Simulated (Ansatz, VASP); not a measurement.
One calculation of Be, two programs

File INCAR:

```
SYSTEM = Be
ALGO = Normal ; EDIFF = 1E-6
ENCUT = 520 ; GGA = PE
ISIF = 2 ; ISMEAR = -1
LASPH = .True. ; LCHARG = .False.
LREAL = .False. ; LWAVE = .False.
NBANDS = 12 ; NELM = 80
PREC = Accurate ; SIGMA = 0.05
```

File KPOINTS:

```
k-points
0
Gamma
  9 9 14
  0 0 0
```

The input POSCAR:

```
Be
1.0
    3.7468140000      0.0000000000      0.0000000000
    0.0000000000      3.7468140000      0.0000000000
    0.0000000000      0.0000000000      2.2584672000
Be
4
Direct
    0.2974080000      0.2974080000      0.0000000000
    0.7025920000      0.7025920000      0.0000000000
    0.2025920000      0.7974080000      0.5000000000
    0.7974080000      0.2025920000      0.5000000000
```

Input for Ansatz:

```yaml
crystal:
  lattice:
    - [3.746814, 0.0, 0.0]
    - [0.0, 3.746814, 0.0]
    - [0.0, 0.0, 2.2584672]
  atoms:
    - { symbol: Be, position: [0.297408, 0.297408, 0.0] }
    - { symbol: Be, position: [0.702592, 0.702592, 0.0] }
    - { symbol: Be, position: [0.202592, 0.797408, 0.5] }
    - { symbol: Be, position: [0.797408, 0.202592, 0.5] }
kpoints:
  mp_grid: { grid: [9, 9, 14] }
  band_path:
    path:
      - [0.0, 0.0, 0.0]
      - [0.0, 0.5, 0.0]
      - [0.5, 0.5, 0.0]
      - [0.0, 0.0, 0.0]
      - [0.0, 0.0, 0.5]
      - [0.0, 0.5, 0.5]
      - [0.5, 0.5, 0.5]
      - [0.0, 0.0, 0.5]
      - [0.0, 0.5, 0.0]
    npoints: 5
scf:
  occupations: { method: fermi_dirac, width: 0.05 }
hamiltonian:
  xc: pbe
  pseudopotentials: { kind: all_electron, lapw: { basis_error: 0.001 } }
output:
  forces: true
  stress: true
  eigenvalues: true
```

Change from the starting cell: zz strain of -1 %.

Alike in both runs: task single point; functional PBE; k mesh 9 × 9 × 14; occupations fermi-dirac, width 0.05 eV; no spin polarisation.

```csv
,VASP,Ansatz
version,VASP 6.6.1,Ansatz 0.2.0
potentials or method,"VASP PAW PBE potentials, release 64 (Be)","all-electron LAPW, scalar-relativistic"
plane-wave cutoff (eV),520,see its input
```

|  | VASP | Ansatz | Ansatz less VASP |
| --- | --- | --- | --- |
| pressure (GPa) | 1.5 | 1.3 | -0.18 |
| largest component of the traceless stress (GPa) | 0.20 | 0.20 | -0.005 |
| rms of the force components (eV/Å) | 0.025 | 0.026 | +0.0012 |

Atom by atom the forces differ by 0.001 eV/Å (rms over components). Ansatz ran all-electron here, so the differences hold the error of VASP's frozen core and of both bases.
